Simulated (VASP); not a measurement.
A VASP 6.6.1 single-point calculation on HfO₂

INCAR

```
ALGO = Normal
LASPH = .TRUE.
SIGMA = 0.01
METAGGA = RTPSS
LCHARG = .FALSE.
ISMEAR = 0
IBRION = -1
ENCUT = 520
NSW = 0
LWAVE = .FALSE.
PREC = Accurate
NBANDS = 18
EDIFF = 1E-7
NELM = 91
LREAL = .FALSE.
ISIF = 2
```

KPOINTS

```
KPOINTS created by Atomic Simulation Environment
0
Gamma
8 8 8
0 0 0
```

POSCAR

```
Hf O
 1.0000000000000000
     0.0000000000000000    2.5291823192270231    2.5291823192270231
     2.5291823192270231    0.0000000000000000    2.5291823192270231
     2.5291823192270231    2.5291823192270231   -0.0000000000000000
 Hf  O
   1   2
Cartesian
  0.0000000000000000 -0.0000000000000000  0.0000000000000000
  1.2645911596135113  1.2645911596135113  1.2645911596135113
  3.7937734788405346  3.7937734788405346  3.7937734788405346
```

The recommended PBE PAW datasets give the neutral cell 22 valence electrons.

Command

```
mpirun -np 1 vasp_std
```

OSZICAR

```
N       E                     dE             d eps       ncg     rms          rms(c)
DAV:   1     0.179119477110E+03    0.17912E+03   -0.13002E+04  1044   0.130E+03
DAV:   2     0.392147856452E+02   -0.13990E+03   -0.13473E+03  1454   0.368E+02
DAV:   3     0.336428315932E+02   -0.55720E+01   -0.55467E+01  1294   0.634E+01
DAV:   4     0.335927979353E+02   -0.50034E-01   -0.49997E-01  1416   0.742E+00
DAV:   5     0.335922318689E+02   -0.56607E-03   -0.56598E-03  1258   0.634E-01    0.660E+01
DAV:   6    -0.439830790810E-02   -0.33597E+02   -0.14411E+02  1050   0.130E+02    0.272E+01
DAV:   7     0.378871378439E+01    0.37931E+01   -0.15215E+01  1098   0.300E+01    0.270E+01
DAV:   8     0.238945743624E+01   -0.13993E+01   -0.55743E+00  1162   0.145E+01    0.208E+01
DAV:   9     0.290103117395E+01    0.51157E+00   -0.15660E+01  1116   0.237E+01    0.172E+01
DAV:  10     0.356102319016E+01    0.65999E+00   -0.27494E+00  1086   0.119E+01    0.353E+00
DAV:  11     0.350944248565E+01   -0.51581E-01   -0.78308E-02  1116   0.227E+00    0.725E-01
DAV:  12     0.351047143619E+01    0.10290E-02   -0.33462E-03  1258   0.389E-01    0.198E-01
DAV:  13     0.351040076534E+01   -0.70671E-04   -0.12843E-03  1156   0.278E-01    0.835E-01
DAV:  14     0.351052674072E+01    0.12598E-03   -0.37014E-04  1268   0.125E-01    0.778E-01
DAV:  15     0.351051645554E+01   -0.10285E-04   -0.16514E-04  1190   0.833E-02    0.335E-01
DAV:  16     0.351051912053E+01    0.26650E-05   -0.47356E-06  1146   0.178E-02    0.224E-01
DAV:  17     0.351051988468E+01    0.76415E-06   -0.49610E-06  1138   0.158E-02    0.363E-02
DAV:  18     0.351051958093E+01   -0.30374E-06   -0.41289E-07  1324   0.499E-03    0.132E-03
DAV:  19     0.351051947517E+01   -0.10576E-06   -0.32543E-08   668   0.138E-03    0.470E-03
DAV:  20     0.351051945970E+01   -0.15476E-07   -0.75351E-09   650   0.734E-04
   1 F= 0.35105195E+01 E0= 0.35105195E+01  d E =-.102475E-84
```

Standard output (part)

```
POSCAR found type information on POSCAR HfO
 POSCAR found :  2 types and       3 ions
 LDA part: xc-table for (None), standard interpolation
 POSCAR, INCAR and KPOINTS ok, starting setup
 WAVECAR not read
 entering main loop
```

From OUTCAR

```
k-points           NKPTS =     29   k-points in BZ     NKDIM =     29   number of bands    NBANDS=     18

   NELECT =      22.0000    total number of electrons

   dimension x,y,z NGX =    28 NGY =   28 NGZ =   28
   dimension x,y,z NGXF=    56 NGYF=   56 NGZF=   56

  energy-cutoff  :      520.00
  volume of cell :       32.36
      direct lattice vectors                 reciprocal lattice vectors
     0.000000000  2.529182319  2.529182319    -0.197692351  0.197692351  0.197692351
     2.529182319  0.000000000  2.529182319     0.197692351 -0.197692351  0.197692351
     2.529182319  2.529182319  0.000000000     0.197692351  0.197692351 -0.197692351

 k-points in reciprocal lattice and weights: KPOINTS created by Atomic Simulation Env
   0.00000000  0.00000000  0.00000000       0.002
   0.12500000  0.00000000  0.00000000       0.016
   0.25000000  0.00000000  0.00000000       0.016
   0.37500000  0.00000000  0.00000000       0.016
   0.50000000  0.00000000  0.00000000       0.008
   0.12500000  0.12500000  0.00000000       0.012
   0.25000000  0.12500000  0.00000000       0.047
   0.37500000  0.12500000  0.00000000       0.047
   ...

 E-fermi :   4.3681

 k-point     1 :       0.0000    0.0000    0.0000
  band No.  band energies     occupation
      1     -25.6715      2.00000
      2     -25.6715      2.00000
      3     -25.6715      2.00000
      4     -15.2334      2.00000
      5     -12.1957      2.00000
      6      -1.2435      2.00000
      7      -1.2435      2.00000
      8      -1.2435      2.00000
      9       3.5874      2.00000
     10       3.5874      2.00000
     11       3.5874      2.00000
     12       8.1409      0.00000
     13       8.1409      0.00000
     14       9.9050      0.00000
     15      14.9680      0.00000
     16      14.9680      0.00000
     17      14.9680      0.00000
     18      17.9875      0.00000

 k-point     2 :       0.1250    0.0000    0.0000
  band No.  band energies     occupation
      1     -25.7455      2.00000
      2     -25.6792      2.00000
      3     -25.6792      2.00000
      4     -15.0191      2.00000
      5     -12.3640      2.00000
      6      -1.0899      2.00000
      7      -1.0899      2.00000
      8      -0.8255      2.00000
      9       3.1083      2.00000
     10       3.2929      2.00000
     11       3.2929      2.00000
     12       8.4394      0.00000
     13       8.4394      0.00000
     14      10.5369      0.00000
     15      14.2244      0.00000
     16      14.6870      0.00000
     17      14.6870      0.00000
     18      17.9132      0.00000

 k-point     3 :       0.2500    0.0000    0.0000
  band No.  band energies     occupation
      1     -25.9162      2.00000
      2     -25.6977      2.00000
      3     -25.6977      2.00000
      4     -14.5168      2.00000
      5     -12.7018      2.00000
      6      -0.7113      2.00000
      7      -0.7113      2.00000
      8       0.1444      2.00000
      9       2.1812      2.00000
     10       2.7580      2.00000
     11       2.7580      2.00000
     12       8.8814      0.00000
     13       8.8814      0.00000
     14      11.2063      0.00000
     15      13.6592      0.00000
     16      14.1943      0.00000
     17      14.1943      0.00000
     18      17.0331      0.00000

 ...

  Total       -0.2562097     -0.2562097     -0.2562097     -0.0000000     -0.0000000      0.0000000
  in kB      -12.6863219    -12.6863219    -12.6863219     -0.0000000     -0.0000000      0.0000000
  external PRESSURE =     -12.6863219 kB  Pullay stress =       0.0000000 kB

 POSITION                                       TOTAL-FORCE (eV/Angst)
 -----------------------------------------------------------------------------------
      0.00000      0.00000      0.00000        -0.000000      0.000000     -0.000000
      1.26459      1.26459      1.26459        -0.000000     -0.000000     -0.000000
      3.79377      3.79377      3.79377         0.000000      0.000000      0.000000
 -----------------------------------------------------------------------------------
    total drift:                                0.000000      0.000000      0.000000

  FREE ENERGIE OF THE ION-ELECTRON SYSTEM (eV)
  ---------------------------------------------------
  free  energy   TOTEN  =         3.5105194597 eV

  energy  without entropy=        3.5105194597  energy(sigma->0) =        3.51051946
```

It converged. Results: gap between bands v and c on the k mesh 3.79 eV; least direct gap on the k mesh 3.79 eV; pressure -1.3 GPa. Band v is the last that the valence electrons fill when counted band by band, and c is the next.

For comparison, a separate r²SCAN run of the intended cell, on usual settings and not on those above, gives a gap of 4.31 eV on its mesh and a pressure of -4.0 GPa.

The run above took about 50 s on one core of a shared host (Intel Xeon 6975P-C) and held 0.17 GiB at most.
